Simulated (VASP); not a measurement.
# Ge in VASP: one cell, several levels of theory

Ge in the diamond structure, under -3.0 % strain along z alone is computed at one geometry. Runs: PBE, r2SCAN.

Code: VASP 6.6.1. PAW datasets, plane waves. No spin polarisation and no zero-point or thermal motion.

## Step 1: The structure to begin with

The cell comes from an earlier relaxation with r2SCAN in another program, then strained, with the atoms relaxed again.

Space group I4_1/amd (No. 141), tetragonal; a = 4.012 Å, c = 5.504 Å in the conventional setting, 22.15 Å³ an atom. Near Ge stand 4 Ge at 2.43 Å.

Coordinates:

Space group I4_1/amd:1 (No. 141). a = 4.012 Å, b = 4.012 Å, c = 5.504 Å, α = 90.00°, β = 90.00°, γ = 90.00°
```csv
atom,site,symmetry,x,y,z
Ge,4a,-4m2,0.0000,0.0000,0.0000
```

## Step 2: PBE

Contents of INCAR:

```
ENCUT = 520.000000
SIGMA = 0.020000
EDIFF = 1.00e-07
GGA = PE
PREC = Accurate
IBRION = -1
ISIF = 2
ISMEAR = -1
NBANDS = 21
NELM = 120
NSW = 0
LASPH = .TRUE.
LCHARG = .FALSE.
LWAVE = .FALSE.
LREAL = .FALSE.
```

Contents of KPOINTS:

```
KPOINTS created by Atomic Simulation Environment
0
Gamma
8 8 8
0 0 0
```

Contents of KPOINTS_OPT:

```
special points
6
Reciprocal
0.0000000000 0.0000000000 0.0000000000 1
0.5000000000 0.0000000000 0.5000000000 1
0.6250000000 0.2500000000 0.6250000000 1
0.3750000000 0.3750000000 0.7500000000 1
0.5000000000 0.5000000000 0.5000000000 1
0.5000000000 0.2500000000 0.7500000000 1
```

Contents of POSCAR:

```
Ge
 1.0000000000000000
     0.0000000000000000    2.8368735120999999    2.7517673067000001
     2.8368735120999999    0.0000000000000000    2.7517673067000001
     2.8368735120999999    2.8368735120999999    0.0000000000000000
 Ge
   2
Cartesian
  0.0000000000000000  0.0000000000000000  0.0000000000000000
  1.4184367560500000  1.4184367560500000  1.3758836533500001
```

Potentials: the recommended PBE PAW datasets, 28 valence electrons in the neutral cell.

On the command line:

```console
$ mpirun -np 1 vasp_std
```

## Step 3: r2SCAN at this geometry

INCAR: that of step 2 with these lines changed.

```diff
@@ -3,3 +3,4 @@
 EDIFF = 1.00e-07
-GGA = PE
+ALGO = Normal
+METAGGA = R2SCAN
 PREC = Accurate
```

KPOINTS is that of step 2.

KPOINTS_OPT is that of step 2.

POSCAR is that of step 2.

Q: Predict the outcome of this session. Wanted: for each run, gap; pressure.

As calculated:

| level | gap (eV) | pressure (GPa) |
| --- | --- | --- |
| PBE | 0.07 | 5.26 |
| r2SCAN | 0.33 | 2.38 |

**Reading.** The gap spans 0.07 eV (PBE) to 0.33 eV (r2SCAN). At this one volume the pressure spans 2.4 GPa (r2SCAN) to 5.3 GPa (PBE): PBE wants the largest cell and r2SCAN the smallest.
